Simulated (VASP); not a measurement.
# TiO2 in VASP: a series of runs

One slab, TiO2, is run at these levels: PBEsol; tasks: single point, relaxation of the atoms.

Program: VASP 6.6.1. These are calculated values, not measurements. Logs are shortened: lines on timing, memory, paths and dates and some standing lists are left out, and cuts for length are marked.

## Step 1: Starting point

The cell holds a slab with vacuum, 12 atoms: a = 2.942 Å, b = 6.495 Å, c = 20.789 Å, α = 90.00°, β = 90.00°, γ = 90.00°.

## Step 2: Single point, PBEsol

Input file INCAR:

```
SYSTEM = TiO2
PREC = Accurate
ENCUT = 520
EDIFF = 1E-6
ISMEAR = 0
SIGMA = 0.03
LREAL = .FALSE.
LASPH = .TRUE.
NELM = 80
ALGO = Normal
ISIF = 2
LWAVE = .FALSE.
LCHARG = .FALSE.
LDIPOL = .TRUE.
IDIPOL = 3
DIPOL = 0.5 0.5 0.500
GGA = PS
LVHAR = .TRUE.
LVACPOTAV = .TRUE.
ICORELEVEL = 1
KPAR = 4
```

Input file KPOINTS:

```
Automatic mesh
0
G
  9 4 1
  0 0 0
```

Input file POSCAR:

```
TiO2
1.0
    2.9417410000      0.0000000000      0.0000000000
    0.0000000000      6.4950685300      0.0000000000
    0.0000000000      0.0000000000     20.7893793300
O Ti
8 4
Direct
    0.0000000000      0.0000000000      0.3607611300
    0.5000000000      0.3043250000      0.4218943900
    0.5000000000      0.6956750000      0.4218943900
    0.0000000000      0.0000000000      0.4830276500
    0.0000000000      0.5000000000      0.5169723500
    0.5000000000      0.8043250000      0.5781056100
    0.5000000000      0.1956750000      0.5781056100
    0.0000000000      0.5000000000      0.6392388700
    0.0000000000      0.5000000000      0.4218943900
    0.5000000000      0.0000000000      0.4218943900
    0.0000000000      0.0000000000      0.5781056100
    0.5000000000      0.5000000000      0.5781056100
```

Potentials or basis: VASP PAW PBE potentials, release 64 (O, Ti_sv).

Run with:

```sh
cat potpaw_PBE.64/O/POTCAR potpaw_PBE.64/Ti_sv/POTCAR > POTCAR
mpirun -np 4 vasp_std > vasp.out
```

OUTCAR:

```text
SYSTEM = TiO2
   PREC = Accurate
   ENCUT = 520
   EDIFF = 1E-6
   ISMEAR = 0
   LREAL = .FALSE.
   LASPH = .TRUE.
   NELM = 80
   ISIF = 2
   GGA = PS

 ion  position               nearest neighbor table
   1  0.000  0.000  0.361-  10 1.94  10 1.94
   2  0.500  0.304  0.422-   9 1.94   9 1.94  10 1.98
   3  0.500  0.696  0.422-   9 1.94   9 1.94  10 1.98
   4  0.000  0.000  0.483-  10 1.94  10 1.94  11 1.98
   5  0.000  0.500  0.517-  12 1.94  12 1.94   9 1.98
   6  0.500  0.804  0.578-  11 1.94  11 1.94  12 1.98
   7  0.500  0.196  0.578-  11 1.94  11 1.94  12 1.98
   8  0.000  0.500  0.639-  12 1.94  12 1.94
   9  0.000  0.500  0.422-   2 1.94   3 1.94   2 1.94   3 1.94   5 1.98
  10  0.500  0.000  0.422-   1 1.94   4 1.94   1 1.94   4 1.94   3 1.98   2 1.98
  11  0.000  0.000  0.578-   6 1.94   7 1.94   6 1.94   7 1.94   4 1.98
  12  0.500  0.500  0.578-   5 1.94   8 1.94   5 1.94   8 1.94   7 1.98   6 1.98

  LATTYP: Found a simple orthorhombic cell.
 ALAT       =     2.9417410000
 B/A-ratio  =     2.2078995160
 C/A-ratio  =     7.0670325260

  Lattice vectors:

 A1 = (   2.9417410000,   0.0000000000,   0.0000000000)
 A2 = (   0.0000000000,   6.4950685300,   0.0000000000)
 A3 = (   0.0000000000,   0.0000000000,  20.7893793300)

Analysis of symmetry for initial positions (statically):
=====================================================================
 Subroutine PRICEL returns:
 Original cell was already a primitive cell.

 Routine SETGRP: Setting up the symmetry group for a
 simple orthorhombic supercell.

 Subroutine GETGRP returns: Found  8 space group operations
 (whereof  4 operations were pure point group operations)
 out of a pool of  8 trial point group operations.

The static configuration has the point symmetry C_2v.
 The point group associated with its full space group is D_2h.

Analysis of symmetry for dynamics (positions and initial velocities):
=====================================================================
 Subroutine PRICEL returns:
 Original cell was already a primitive cell.

 Routine SETGRP: Setting up the symmetry group for a
 simple orthorhombic supercell.

 Subroutine GETGRP returns: Found  8 space group operations
 (whereof  4 operations were pure point group operations)
 out of a pool of  8 trial point group operations.

The dynamic configuration has the point symmetry C_2v.
 The point group associated with its full space group is D_2h.

[... 131 lines left out ...]
  Thomas-Fermi vector in A             =   2.153269
   LORBIT       =      0    0 simple, 1 ext, 2 COOP (PROOUT), +10 PAW based schemes
   GGA     = PS    functional components
   LHFCALC =     F    Hartree Fock is set to
   AEXX    =    0.0000 exact exchange contribution
   IVDW    =     0    specifies the selected vdW correction
   LEPSILON=     F    determine dielectric tensor
   LRPA    =     F    only Hartree local field effects (RPA)
 non-spin polarized calculation
 Gauss-broadening in eV      SIGMA  =   0.03
  energy-cutoff  :      520.00
  volume of cell :      397.22
 maximum number of plane-waves:     10741
 NGX is ok and might be reduce to    24
   NGX = 11   NGY = 25   NGZ = 77

 number of electron      95.9999976 magnetization

 dipolmoment           0.000000      0.000000     -0.000000 electrons x Angstroem

 Free energy of the ion-electron system (eV)
  ---------------------------------------------------
  ext. energy  EPLUGINS =         0.00000000
  ---------------------------------------------------
  free energy    TOTEN  =      -108.83287537 eV

  energy without entropy =     -108.83287537  energy(sigma->0) =     -108.83287537

 the core state eigenenergies are
   1-  1s   -507.0361
   2-  1s   -508.5575
   3-  1s   -508.5575
   4-  1s   -508.2090
   5-  1s   -508.2090
   6-  1s   -508.5575
   7-  1s   -508.5575
   8-  1s   -507.0361
   9-  1s  -4866.9415  2s   -535.8483  2p   -443.1143
  10-  1s  -4865.4836  2s   -534.5175  2p   -441.7704
  11-  1s  -4866.9415  2s   -535.8483  2p   -443.1143
  12-  1s  -4865.4836  2s   -534.5175  2p   -441.7704

 E-fermi :  -3.0335     XC(G=0):  -4.2642

 val. band max:       -3.2897600208   @ k =   0.0000   0.0000   0.0000
 cond. band min:      -1.7650337265   @ k =   0.0000   0.0000   0.0000
 fundamental gap:      1.5247262943
 Fermi energy:        -3.0335081752

 k-point     1 :       0.0000    0.0000    0.0000
  band No.  band energies     occupation
      1     -60.4910      2.00000
      2     -60.4909      2.00000
      3     -59.2189      2.00000
      4     -59.2188      2.00000
      5     -36.8570      2.00000
      6     -36.8549      2.00000
[... 889 lines left out ...]
     56       0.1880      0.00000
     57       0.5744      0.00000

------------------------ aborting loop because EDIFF is reached ----------------------------------------

  FORCE on cell =-STRESS in cart. coord.  units (eV):
  Direction    XX          YY          ZZ          XY          YZ          ZX
  --------------------------------------------------------------------------------------
  -------------------------------------------------------------------------------------
  Total       -6.9101999      2.6868340     -8.5596512      0.0000000      0.0000000      0.0000000
  in kB      -27.8722160     10.8373155    -34.5252599      0.0000000      0.0000000      0.0000000
  external PRESSURE =     -17.1867201 kB  Pullay stress =       0.0000000 kB

 VOLUME and BASIS-vectors are now :
 -----------------------------------------------------------------------------
  energy-cutoff  :      520.00
  volume of cell :      397.22
      direct lattice vectors                 reciprocal lattice vectors
     2.941741000  0.000000000  0.000000000     0.339934753  0.000000000  0.000000000
     0.000000000  6.495068530  0.000000000     0.000000000  0.153962964  0.000000000
     0.000000000  0.000000000 20.789379330     0.000000000  0.000000000  0.048101484

 POSITION                                       TOTAL-FORCE (eV/Angst)
 -----------------------------------------------------------------------------------
      0.00000      0.00000      7.50000         0.000000      0.000000      2.355322
      1.47087      1.97661      8.77092         0.000000      1.477305     -0.820122
      1.47087      4.51846      8.77092        -0.000000     -1.477305     -0.820122
      0.00000      0.00000     10.04185         0.000000      0.000000      2.940419
      0.00000      3.24753     10.74753         0.000000      0.000000     -2.940419
      1.47087      5.22415     12.01846         0.000000      1.477305      0.820122
      1.47087      1.27092     12.01846        -0.000000     -1.477305      0.820122
      0.00000      3.24753     13.28938         0.000000      0.000000     -2.355322
      0.00000      3.24753      8.77092         0.000000      0.000000      3.461827
      1.47087      0.00000      8.77092         0.000000      0.000000     -4.088124
      0.00000      0.00000     12.01846         0.000000      0.000000     -3.461827
      1.47087      3.24753     12.01846         0.000000      0.000000      4.088124
 -----------------------------------------------------------------------------------
    total drift:                                0.000000      0.000000     -0.000000

  FREE ENERGIE OF THE ION-ELECTRON SYSTEM (eV)
  ---------------------------------------------------
  free  energy   TOTEN  =      -108.8328753736 eV

  energy  without entropy=     -108.8328753736  energy(sigma->0) =     -108.83287537

 vacuum level on the upper side and lower side of the slab         3.817         3.817
```

Run time: 2.2 min. Hardware: 4 MPI ranks of Intel Xeon 6975P-C (Granite Rapids), shared host; peak memory 0.55 GiB.

What came out:

- Free energy: -108.8329 eV
- Largest force: 4.088 eV/Å
- Band gap on the k mesh: 1.52 eV, direct
- Ionisation potential of the upper face: 7.11 eV

Forces on the atoms (eV/Å):
```
O    0.000  0.000  2.355
O    0.000  1.477 -0.820
O    0.000 -1.477 -0.820
O    0.000  0.000  2.940
O    0.000  0.000 -2.940
O    0.000  1.477  0.820
O    0.000 -1.477  0.820
O    0.000  0.000 -2.355
Ti   0.000  0.000  3.462
Ti   0.000  0.000 -4.088
Ti   0.000  0.000 -3.462
Ti   0.000  0.000  4.088
```

Core levels (eV, on the scale of the bands):
```
atom     levels
 1 O  1s -507.0
 2 O  1s -508.6
 3 O  1s -508.6
 4 O  1s -508.2
 5 O  1s -508.2
 6 O  1s -508.6
```

Caveat: the PAW data sets were made with another functional, which shifts forces and pressure a little.

## Step 3: Relaxation of the atoms, PBEsol

Input file INCAR:

```
SYSTEM = TiO2
ALGO = Normal
DIPOL = 0.5 0.5 0.500
EDIFF = 1E-6
EDIFFG = -0.02
ENCUT = 520
GGA = PS
IBRION = 2
IDIPOL = 3
ISIF = 2
ISMEAR = 0
KPAR = 4
LASPH = .TRUE.
LCHARG = .FALSE.
LDIPOL = .TRUE.
LREAL = .FALSE.
LWAVE = .FALSE.
NELM = 80
NSW = 80
PREC = Accurate
SIGMA = 0.03
```

Input file KPOINTS:

```
k-points
0
G
  9 4 1
  0 0 0
```

POSCAR is that of step 2.

Potentials or basis: VASP PAW PBE potentials, release 64 (O, Ti_sv).

Run with:

```sh
cat potpaw_PBE.64/O/POTCAR potpaw_PBE.64/Ti_sv/POTCAR > POTCAR
mpirun -np 4 vasp_std > vasp.out
```

Run time: 23 min. Hardware: 4 MPI ranks of Intel Xeon 6975P-C (Granite Rapids), shared host; peak memory 0.65 GiB.

The run converged. Its results:

```
Free energy                  : -111.1575 eV
Energy gained by relaxing    : 193.7 meV/atom
Ionic steps                  : 25
Largest force after relaxing : 0.019 eV/Å
Band gap on the k mesh       : 2.36 eV, direct
```

Forces in eV/Å, atoms in the order of the input:
```
O    0.000  0.000  0.019
O    0.000 -0.007  0.006
O    0.000  0.007  0.006
O    0.000  0.000  0.005
O    0.000  0.000 -0.005
O    0.000 -0.007 -0.006
O    0.000  0.007 -0.006
O    0.000  0.000 -0.019
Ti   0.000  0.000  0.013
Ti   0.000  0.000  0.008
Ti   0.000  0.000 -0.013
Ti   0.000  0.000 -0.008
```

Step by step:
```tsv
step	energy change (eV)	largest force (eV/Å)	pressure (GPa)
1	0.0000	4.0881	-1.72
2	-1.1693	4.1849	3.35
3	-1.7290	1.5707	0.70
4	-1.9934	1.8260	1.37
5	-2.0073	1.5941	1.22
6	-2.0835	1.0085	0.37
7	-2.1092	0.6350	0.61
8	-2.2032	0.4699	0.27
9	-2.2431	0.4289	-0.10
10	-2.2877	0.2412	-0.44
11	-2.2931	0.4025	-0.60
12	-2.2979	0.4913	-1.29
13	-2.3056	0.1683	-0.99
14	-2.3112	0.1233	-1.14
15	-2.3113	0.1389	-1.17
16	-2.3166	0.1409	-1.10
17	-2.3178	0.1958	-1.05
18	-2.3211	0.1499	-1.07
19	-2.3240	0.0844	-1.10
20	-2.3242	0.0647	-1.11
21	-2.3244	0.0227	-1.12
22	-2.3245	0.0422	-1.12
23	-2.3245	0.0378	-1.12
24	-2.3246	0.0235	-1.11
25	-2.3246	0.0190	-1.10
```

Final structure:
```
O Ti
1.0
     2.94174    0.00000    0.00000
     0.00000    6.49507    0.00000
     0.00000    0.00000   20.78938
O Ti
8 4
Direct
  0.00000 0.00000 0.35610
  0.50000 0.30961 0.41652
  0.50000 0.69039 0.41652
  0.00000 0.00000 0.47973
  0.00000 0.50000 0.52027
  0.50000 0.80961 0.58348
  0.50000 0.19039 0.58348
  0.00000 0.50000 0.64390
  0.00000 0.50000 0.43497
  0.50000 0.00000 0.40707
  0.00000 0.00000 0.56503
  0.50000 0.50000 0.59293
```

Levels at points of the mesh, in eV from the valence-band top:
```csv
k point,band 45,band 46,band 47,band 48,band 49,band 50,band 51,band 52
"(0.00, 0.00, 0.00)",-0.71,-0.64,-0.29,0.00,2.36,2.37,3.09,3.11
"(0.00, 0.50, 0.00)",-1.08,-1.08,-0.65,-0.65,2.92,2.92,3.21,3.21
```

Caveat: the PAW data sets were made with another functional, which shifts forces and pressure a little.

## Step 4: Single point, PBEsol

Input file INCAR:

```
SYSTEM = TiO2
PREC = Accurate
ENCUT = 520
EDIFF = 1E-6
ISMEAR = 0
SIGMA = 0.03
LREAL = .FALSE.
LASPH = .TRUE.
NELM = 80
ALGO = Normal
ISIF = 2
LWAVE = .FALSE.
LCHARG = .FALSE.
LDIPOL = .TRUE.
IDIPOL = 3
DIPOL = 0.5 0.5 0.500
GGA = PS
LVHAR = .TRUE.
LVACPOTAV = .TRUE.
ICORELEVEL = 1
KPAR = 4
```

Input file KPOINTS:

```
Automatic mesh
0
G
  9 4 1
  0 0 0
```

Input file POSCAR:

```
TiO2                                    
1.0
    2.9417410000      0.0000000000      0.0000000000
    0.0000000000      6.4950685300      0.0000000000
    0.0000000000      0.0000000000     20.7893793300
  O               Ti            
     8     4
Direct
     0.0000000000000000    0.0000000000000000    0.3560961064037206
     0.5000000000000000    0.3096094879880377    0.4165240348259865
     0.5000000000000000    0.6903905120119622    0.4165240348259865
     0.0000000000000000    0.0000000000000000    0.4797343030785249
     0.0000000000000000    0.5000000000000000    0.5202656969214755
     0.5000000000000000    0.8096094879880378    0.5834759651740136
     0.5000000000000000    0.1903905120119624    0.5834759651740136
     0.0000000000000000    0.5000000000000000    0.6439038935962794
     0.0000000000000000    0.5000000000000000    0.4349745617110090
     0.5000000000000000    0.0000000000000000    0.4070650818266134
     0.0000000000000000    0.0000000000000000    0.5650254382889910
     0.5000000000000000    0.5000000000000000    0.5929349181733866
```

Run with:

```sh
cat potpaw_PBE.64/O/POTCAR potpaw_PBE.64/Ti_sv/POTCAR > POTCAR
mpirun -np 4 vasp_std > vasp.out
```

It took 2 min on 4 MPI ranks of Intel Xeon 6975P-C (Granite Rapids), shared host; peak memory 0.55 GiB.

Results (log left out):

- Free energy: -111.1575 eV
- Largest force: 0.019 eV/Å
- Band gap on the k mesh: 2.36 eV, direct
- Ionisation potential of the upper face: 7.54 eV

Forces on the atoms (eV/Å):
```
O    0.000  0.000  0.019
O    0.000 -0.007  0.006
O    0.000  0.007  0.006
O    0.000  0.000  0.005
O    0.000  0.000 -0.005
O    0.000 -0.007 -0.006
O    0.000  0.007 -0.006
O    0.000  0.000 -0.019
Ti   0.000  0.000  0.013
Ti   0.000  0.000  0.009
Ti   0.000  0.000 -0.013
Ti   0.000  0.000 -0.009
```

Levels at points of the mesh, in eV from the valence-band top:
```
           k point  band 44  band 45  band 46  band 47  band 48  band 49  band 50  band 51  band 52  band 53
(0.00, 0.00, 0.00)    -1.24    -0.71    -0.64    -0.29     0.00     2.36     2.37     3.09     3.11     3.18
(0.00, 0.50, 0.00)    -1.10    -1.08    -1.08    -0.65    -0.65     2.92     2.92     3.21     3.21     3.65
```

Core levels (eV, on the scale of the bands):
```
atom     levels
 1 O  1s -508.0
 2 O  1s -508.2
 3 O  1s -508.2
 4 O  1s -508.4
 5 O  1s -508.4
 6 O  1s -508.2
```

Caveat: the PAW data sets were made with another functional, which shifts forces and pressure a little.
